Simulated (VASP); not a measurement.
# Ce (Fm-3m) in VASP: a series of runs

Runs on Ce. Level: r2SCAN. Tasks: electric field gradients.

Program: VASP 6.6.1. These are calculated values, not measurements. Logs are shortened: lines on timing, memory, paths and dates and some standing lists are left out, and cuts for length are marked.

### 1 The crystal as given

It takes space group Fm-3m (No. 225, cubic). Conventional cell: a = 4.672 Å, b = 4.672 Å, c = 4.672 Å, α = 90.00°, β = 90.00°, γ = 90.00°. Ce (site symmetry m-3m) is surrounded by 12 Ce at 3.30 Å.

### 2 Electric field gradients, r2SCAN (volume scaled by 0.98)

File POSCAR:

```
Ce
1.0
    0.0000000000      2.3205348334      2.3205348334
    2.3205348334      0.0000000000      2.3205348334
    2.3205348334      2.3205348334      0.0000000000
Ce
1
Direct
    0.0000000000      0.0000000000      0.0000000000
```

File INCAR.step1:

```
SYSTEM = Ce
PREC = Accurate
ENCUT = 520
ISMEAR = -1
SIGMA = 0.08
LREAL = .FALSE.
LASPH = .TRUE.
NELM = 100
NBANDS = 12
GGA = PE
ALGO = Normal
EDIFF = 1E-4
LWAVE = .TRUE.
LCHARG = .FALSE.
```

File INCAR.step2:

```
SYSTEM = Ce
PREC = Accurate
ENCUT = 520
EDIFF = 1E-8
ISMEAR = -1
SIGMA = 0.08
LREAL = .FALSE.
LASPH = .TRUE.
NELM = 100
ALGO = Normal
ISIF = 2
LWAVE = .FALSE.
LCHARG = .FALSE.
METAGGA = R2SCAN
LMIXTAU = .TRUE.
LEFG = .TRUE.
NBANDS = 12
ISTART = 1
```

File KPOINTS:

```
regular mesh
0
G
  15 15 15
  0 0 0
```

Potentials or basis: VASP PAW PBE potentials, release 64 (Ce).

Command:

```console
cat potpaw_PBE.64/Ce/POTCAR > POTCAR
cp INCAR.step1 INCAR
mpirun -np 1 vasp_std > vasp.out
cp INCAR.step2 INCAR
mpirun -np 1 vasp_std > vasp.out
```

OUTCAR:

```text
SYSTEM = Ce
   PREC = Accurate
   ENCUT = 520
   EDIFF = 1E-8
   ISMEAR = -1
   LREAL = .FALSE.
   LASPH = .TRUE.
   NELM = 100
   ISIF = 2
   METAGGA = R2SCAN
   ISTART = 1

 ion  position               nearest neighbor table
   1  0.000  0.000  0.000-

  LATTYP: Found a face centered cubic cell.
 ALAT       =     4.6410696668

  Lattice vectors:

 A1 = (   0.0000000000,   2.3205348334,   2.3205348334)
 A2 = (   2.3205348334,   0.0000000000,   2.3205348334)
 A3 = (   2.3205348334,   2.3205348334,   0.0000000000)

Analysis of symmetry for initial positions (statically):
=====================================================================
 Subroutine PRICEL returns:
 Original cell was already a primitive cell.

 Routine SETGRP: Setting up the symmetry group for a
 face centered cubic supercell.

 Subroutine GETGRP returns: Found 48 space group operations
 (whereof 48 operations were pure point group operations)
 out of a pool of 48 trial point group operations.

The static configuration has the point symmetry O_h .

Analysis of symmetry for dynamics (positions and initial velocities):
=====================================================================
 Subroutine PRICEL returns:
 Original cell was already a primitive cell.

 Routine SETGRP: Setting up the symmetry group for a
 face centered cubic supercell.

 Subroutine GETGRP returns: Found 48 space group operations
 (whereof 48 operations were pure point group operations)
 out of a pool of 48 trial point group operations.

The dynamic configuration has the point symmetry O_h .

 Subroutine INISYM returns: Found 48 space group operations
 (whereof 48 operations are pure point group operations),
 and found     1 'primitive' translations

----------------------------------------------------------------------------------------

                                     Primitive cell

  volume of cell :      24.9916

  direct lattice vectors                    reciprocal lattice vectors
     0.000000000  2.320534833  2.320534833    -0.215467569  0.215467569  0.215467569
     2.320534833  0.000000000  2.320534833     0.215467569 -0.215467569  0.215467569
     2.320534833  2.320534833  0.000000000     0.215467569  0.215467569 -0.215467569

  length of vectors
     3.281731833  3.281731833  3.281731833     0.373200777  0.373200777  0.373200777

  position of ions in fractional coordinates (direct lattice)
     0.000000000  0.000000000  0.000000000

  ion indices of the primitive-cell ions
   primitive index   ion index
                 1           1

----------------------------------------------------------------------------------------

 KPOINTS: regular mesh

Automatic generation of k-mesh.
 Grid dimensions read from file:
 generate k-points for:   15   15   15

 Generating k-lattice:

  Cartesian coordinates                     Fractional coordinates (reciprocal lattice)
    -0.014364505  0.014364505  0.014364505     0.066666667  0.000000000  0.000000000
     0.014364505 -0.014364505  0.014364505     0.000000000  0.066666667  0.000000000
     0.014364505  0.014364505 -0.014364505     0.000000000  0.000000000  0.066666667

  Length of vectors
     0.024880052  0.024880052  0.024880052

  Shift w.r.t. Gamma in fractional coordinates (k-lattice)
     0.000000000  0.000000000  0.000000000

 Subroutine IBZKPT returns following result:
 ===========================================

 Found    120 irreducible k-points:

 Following reciprocal coordinates:
            Coordinates               Weight
  0.000000  0.000000  0.000000      1.000000
  0.066667  0.000000  0.000000      8.000000
  0.133333  0.000000  0.000000      8.000000
  0.200000  0.000000  0.000000      8.000000
  0.266667  0.000000  0.000000      8.000000
  0.333333  0.000000  0.000000      8.000000
[... 16 lines left out ...]
  0.133333  0.133333  0.000000      6.000000
  0.200000  0.133333  0.000000     24.000000
 [... further k-points ...]
   k-points           NKPTS =    120   k-points in BZ     NKDIM =    120   number of bands    NBANDS=     12
   number of dos      NEDOS =    301   number of ions     NIONS =      1
   total plane-waves  NPLWV =  13824
   dimension x,y,z NGX =    24 NGY =   24 NGZ =   24
   dimension x,y,z NGXF=    48 NGYF=   48 NGZF=   48
   ions per type =               1
   NGX,Y,Z   is equivalent  to a cutoff of  12.16, 12.16, 12.16 a.u.
   NGXF,Y,Z  is equivalent  to a cutoff of  24.32, 24.32, 24.32 a.u.
 SYSTEM =  Ce
   PREC   = accura    normal or accurate (medium, high low for compatibility)
   ISTART =      1    job   : 0-new  1-cont  2-samecut
   ICHARG =      0    charge: 1-file 2-atom 10-const
   ISPIN  =      1    spin polarized calculation?
   LNONCOLLINEAR =      F non collinear calculations
   LSORBIT =      F    spin-orbit coupling
   LASPH  =      T    aspherical Exc in radial PAW
   ENCUT  =  520.0 eV  38.22 Ry    6.18 a.u.   6.10  6.10  6.10*2*pi/ulx,y,z
   NELM   =    100;   NELMIN=  2; NELMDL=  0     # of ELM steps
   EDIFF  = 0.1E-07   stopping-criterion for ELM
   LREAL  =      F    real-space projection
   EDIFFG = 0.1E-06   stopping-criterion for IOM
   NSW    =      0    number of steps for IOM
   IBRION =     -1    ionic relax: 0-MD 1-quasi-New 2-CG
   NFREE  =      0    steps in history (QN), initial steepest desc. (CG)
   ISIF   =      2    stress and relaxation
   ISYM   =      2    0-nonsym 1-usesym 2-fastsym
   POTIM  = 0.5000    time-step for ionic-motion
   TEBEG  =    0.0;   TEEND  =   0.0 temperature during run
   PSTRESS=    0.0 pullay stress
   NELECT =      12.0000    total number of electrons
   NUPDOWN=      -1.0000    fix difference up-down
   EMIN   =  10.00;   EMAX   =-10.00  energy-range for DOS
   EFERMI =   0.00;   METHOD = LEGACY
   ISMEAR =    -1;   SIGMA  =   0.08  broadening in eV -4-tet -1-fermi 0-gaus
   EFERMI_NEDOS =   21; number of points for ismear=-14 and -15
   IALGO  =     38    algorithm
   IMIX   =      4    mixing-type and parameters
     AMIX     =   0.40;   BMIX     =  1.00
     AMIX_MAG =   1.60;   BMIX_MAG =  1.00
  volume/ion in A,a.u.               =      24.99       168.65
  Fermi-wavevector in a.u.,A,eV,Ry     =   1.281948  2.422531 22.359696  1.643391
  Thomas-Fermi vector in A             =   2.414288
   LORBIT       =      0    0 simple, 1 ext, 2 COOP (PROOUT), +10 PAW based schemes
   METAGGA = R2SCAN    functional components
   LHFCALC =     F    Hartree Fock is set to
   AEXX    =    0.0000 exact exchange contribution
   IVDW    =     0    specifies the selected vdW correction
   LEPSILON=     F    determine dielectric tensor
   LRPA    =     F    only Hartree local field effects (RPA)
 non-spin polarized calculation
  energy-cutoff  :      520.00
  volume of cell :       24.99
 maximum number of plane-waves:       685
   NGX = 13   NGY = 13   NGZ = 13

 number of electron      12.0000000 magnetization

 Free energy of the ion-electron system (eV)
  ---------------------------------------------------
  ext. energy  EPLUGINS =         0.00000000
  ---------------------------------------------------
  free energy    TOTEN  =       -30.84981010 eV

  energy without entropy =      -30.81398591  energy(sigma->0) =      -30.83189801

 E-fermi :  10.2655     XC(G=0): -12.4420

 val. band max:       10.2632285679   @ k =   0.3333   0.1333   0.0667
 cond. band min:      10.2675370186   @ k =  -0.2000   0.2000   0.0667
 fundamental gap:      0.0043084507
 Fermi energy:        10.2655079631

 k-point     1 :       0.0000    0.0000    0.0000
  band No.  band energies     occupation
      1     -25.9797      2.00000
      2      -6.3536      2.00000
      3      -6.3536      2.00000
      4      -6.3536      2.00000
      5       7.5050      2.00000
      6       9.8728      1.98534
      7      10.6939      0.00940
      8      10.6940      0.00940
      9      10.6940      0.00940
     10      11.7127      0.00000
     11      11.7127      0.00000
     12      11.7127      0.00000

 k-point     2 :       0.0667    0.0000    0.0000
  band No.  band energies     occupation
      1     -25.9529      2.00000
      2      -6.5341      2.00000
      3      -6.3730      2.00000
      4      -6.3730      2.00000
      5       7.7313      2.00000
      6       9.8038      1.99379
      7      10.6714      0.01244
      8      10.7016      0.00854
      9      10.7016      0.00854
     10      11.5281      0.00000
     11      11.5281      0.00000
     12      11.7138      0.00000
[... 316 lines left out ...]
 k-point    24 :       0.2000    0.1333    0.0000
  band No.  band energies     occupation
      1     -25.7509      2.00000
      2      -7.4225      2.00000
      3      -6.6816      2.00000
      4      -6.6514      2.00000
      5       9.0163      2.00000
      6       9.3342      1.99998
      7      10.4147      0.26831
      8      10.8214      0.00192
      9      10.8238      0.00186
     10      11.2597      0.00001
     11      11.2623      0.00001
     12      11.5163      0.00000

 [... further k-points ...]
[... 5 lines left out ...]
  --------------------------------------------------------------------------------------
  -------------------------------------------------------------------------------------
  Total        0.0721086      0.0721086      0.0721086      0.0000000      0.0000000      0.0000000
  in kB        4.6227791      4.6227791      4.6227791      0.0000000      0.0000000      0.0000000
  external PRESSURE =       4.6227791 kB  Pullay stress =       0.0000000 kB

 VOLUME and BASIS-vectors are now :
 -----------------------------------------------------------------------------
  energy-cutoff  :      520.00
  volume of cell :       24.99
      direct lattice vectors                 reciprocal lattice vectors
     0.000000000  2.320534833  2.320534833    -0.215467569  0.215467569  0.215467569
     2.320534833  0.000000000  2.320534833     0.215467569 -0.215467569  0.215467569
     2.320534833  2.320534833  0.000000000     0.215467569  0.215467569 -0.215467569

 POSITION                                       TOTAL-FORCE (eV/Angst)
 -----------------------------------------------------------------------------------
      0.00000      0.00000      0.00000        -0.000000      0.000000     -0.000000
 -----------------------------------------------------------------------------------
    total drift:                               -0.000000     -0.000000     -0.000000

  FREE ENERGIE OF THE ION-ELECTRON SYSTEM (eV)
  ---------------------------------------------------
  free  energy   TOTEN  =       -30.8498100990 eV

  energy  without entropy=      -30.8139859113  energy(sigma->0) =      -30.83189801

 Electric field gradients (V/A^2)
---------------------------------------------------------------------
 ion       V_xx      V_yy      V_zz      V_xy      V_xz      V_yz
---------------------------------------------------------------------
   1      -0.000    -0.000    -0.000    -0.000    -0.000    -0.000
---------------------------------------------------------------------

 Electric field gradients after diagonalization (V/A^2)
 (convention: |V_zz| > |V_xx| > |V_yy|)
----------------------------------------------------------------------
 ion       V_xx      V_yy      V_zz     asymmetry (V_yy - V_xx)/ V_zz
----------------------------------------------------------------------
   1       0.000     0.000    -0.001       0.000
----------------------------------------------------------------------

           NMR quadrupolar parameters

 Cq : quadrupolar parameter    Cq=e*Q*V_zz/h
 eta: asymmetry parameters     (V_yy - V_xx)/ V_zz
 Q  : nuclear electric quadrupole moment in mb (millibarn)
----------------------------------------------------------------------
 ion       Cq(MHz)       eta       Q (mb)
----------------------------------------------------------------------
   1      -0.000       0.000       1.000
----------------------------------------------------------------------
```

It took 2.7 min on 1 thread of AMD EPYC 7R13 (Zen 3), shared host; peak memory 0.16 GiB.

What came out:

- Free energy: -30.8498 eV
- Pressure: 0.5 GPa
- Band gap on the k mesh: none (metal or under the smearing width)

Levels at points of the mesh, in eV from the Fermi level:
```
           k point  band 2  band 3  band 4  band 5  band 6  band 7  band 8  band 9  band 10  band 11
(0.00, 0.00, 0.00)  -16.62  -16.62  -16.62   -2.76   -0.39    0.43    0.43    0.43     1.45     1.45
```

Electric field gradients, principal values (V/Å²):
| atom | Vxx | Vyy | Vzz |
| --- | --- | --- | --- |
| 1 Ce | 0.000 | 0.000 | -0.001 |

Caveat: the PAW data sets were made with another functional, which shifts forces and pressure a little. The run has no spin-orbit coupling, so splittings on Ce are missing.

### 3 Electric field gradients, r2SCAN

File POSCAR:

```
Ce
1.0
    0.0000000000      2.3362145984      2.3362145984
    2.3362145984      0.0000000000      2.3362145984
    2.3362145984      2.3362145984      0.0000000000
Ce
1
Direct
    0.0000000000      0.0000000000      0.0000000000
```

File INCAR.step1:

```
PREC = Accurate
ENCUT = 520
ISMEAR = -1
SIGMA = 0.08
LREAL = F
LASPH = T
NELM = 100
NBANDS = 12
GGA = PE
ALGO = Normal
EDIFF = 1E-4
LWAVE = T
LCHARG = F
```

File INCAR.step2:

```
PREC = Accurate
ENCUT = 520
EDIFF = 1E-8
ISMEAR = -1
SIGMA = 0.08
LREAL = F
LASPH = T
NELM = 100
ALGO = Normal
ISIF = 2
LWAVE = F
LCHARG = F
METAGGA = R2SCAN
LMIXTAU = T
LEFG = T
NBANDS = 12
ISTART = 1
```

File KPOINTS:

```
Automatic mesh
0
Gamma
  15 15 15
```

Potentials or basis: VASP PAW PBE potentials, release 64 (Ce).

Command:

```console
cat potpaw_PBE.64/Ce/POTCAR > POTCAR
cp INCAR.step1 INCAR
mpirun -np 1 vasp_std > vasp.out
cp INCAR.step2 INCAR
mpirun -np 1 vasp_std > vasp.out
```

OUTCAR:

```text
PREC = Accurate
   ENCUT = 520
   EDIFF = 1E-8
   ISMEAR = -1
   LREAL = F
   LASPH = T
   NELM = 100
   ISIF = 2
   METAGGA = R2SCAN
   ISTART = 1

 ion  position               nearest neighbor table
   1  0.000  0.000  0.000-

  LATTYP: Found a face centered cubic cell.
 ALAT       =     4.6724291968

  Lattice vectors:

[... 567 lines left out ...]
      0.00000      0.00000      0.00000        -0.000000      0.000000     -0.000000
 -----------------------------------------------------------------------------------
    total drift:                                0.000000     -0.000000     -0.000000

  FREE ENERGIE OF THE ION-ELECTRON SYSTEM (eV)
  ---------------------------------------------------
  free  energy   TOTEN  =       -30.8510695423 eV

  energy  without entropy=      -30.8136629564  energy(sigma->0) =      -30.83236625

 Electric field gradients (V/A^2)
---------------------------------------------------------------------
 ion       V_xx      V_yy      V_zz      V_xy      V_xz      V_yz
---------------------------------------------------------------------
   1       0.000    -0.000    -0.000     0.000     0.000     0.000
---------------------------------------------------------------------

 Electric field gradients after diagonalization (V/A^2)
 (convention: |V_zz| > |V_xx| > |V_yy|)
----------------------------------------------------------------------
 ion       V_xx      V_yy      V_zz     asymmetry (V_yy - V_xx)/ V_zz
----------------------------------------------------------------------
   1      -0.000    -0.000     0.000       0.000
----------------------------------------------------------------------

           NMR quadrupolar parameters

 Cq : quadrupolar parameter    Cq=e*Q*V_zz/h
 eta: asymmetry parameters     (V_yy - V_xx)/ V_zz
 Q  : nuclear electric quadrupole moment in mb (millibarn)
----------------------------------------------------------------------
 ion       Cq(MHz)       eta       Q (mb)
----------------------------------------------------------------------
   1       0.000       0.000       1.000
----------------------------------------------------------------------
```

OUTCAR.step1:

```text
PREC = Accurate
   ENCUT = 520
   ISMEAR = -1
   LREAL = F
   LASPH = T
   NELM = 100
[... 575 lines left out ...]

 POSITION                                       TOTAL-FORCE (eV/Angst)
 -----------------------------------------------------------------------------------
      0.00000      0.00000      0.00000        -0.000000      0.000000      0.000000
 -----------------------------------------------------------------------------------
    total drift:                               -0.000000      0.000000      0.000000

  FREE ENERGIE OF THE ION-ELECTRON SYSTEM (eV)
  ---------------------------------------------------
  free  energy   TOTEN  =        -5.9511436798 eV

  energy  without entropy=       -5.8992611078  energy(sigma->0) =       -5.92520239
```

OSZICAR.step1:

```text
N       E                     dE             d eps       ncg     rms          rms(c)
DAV:   1     0.939476167886E+02    0.93948E+02   -0.51720E+03  2896   0.131E+03
DAV:   2    -0.365143304424E+00   -0.94313E+02   -0.87929E+02  3716   0.190E+02
DAV:   3    -0.632810184850E+01   -0.59630E+01   -0.56813E+01  3304   0.686E+01
DAV:   4    -0.656983717417E+01   -0.24174E+00   -0.23590E+00  5416   0.107E+01
DAV:   5    -0.657668660306E+01   -0.68494E-02   -0.68392E-02  4536   0.175E+00    0.104E+01
DAV:   6    -0.638826967988E+01    0.18842E+00   -0.10173E+01  4572   0.214E+01    0.546E+00
DAV:   7    -0.602353670319E+01    0.36473E+00   -0.44491E+00  4764   0.178E+01    0.414E+00
DAV:   8    -0.595527078750E+01    0.68266E-01   -0.85351E-01  4508   0.656E+00    0.863E-01
DAV:   9    -0.595071900712E+01    0.45518E-02   -0.86586E-02  5004   0.228E+00    0.180E-01
DAV:  10    -0.595111909915E+01   -0.40009E-03   -0.30483E-03  4312   0.333E-01    0.100E-01
DAV:  11    -0.595114367983E+01   -0.24581E-04   -0.59157E-04  4800   0.187E-01
   1 F= -.59511437E+01 E0= -.59252024E+01  d E =-.518826E-01
```

Run time: 4 min. Hardware: 1 thread of AMD EPYC 7R13 (Zen 3), shared host; peak memory 0.18 GiB.

What came out:

| Property | Result |
| --- | --- |
| Free energy | -30.8511 eV |
| Pressure | -0.4 GPa |
| Band gap on the k mesh | none (metal or under the smearing width) |

Electric field gradients, principal values (V/Å²):
| atom | Vxx | Vyy | Vzz |
| --- | --- | --- | --- |
| 1 Ce | 0.000 | 0.000 | 0.000 |

Caveat: the PAW data sets were made with another functional, which shifts forces and pressure a little. Spin polarisation is off, so any magnetic state and its effect on volume and gap are missing.
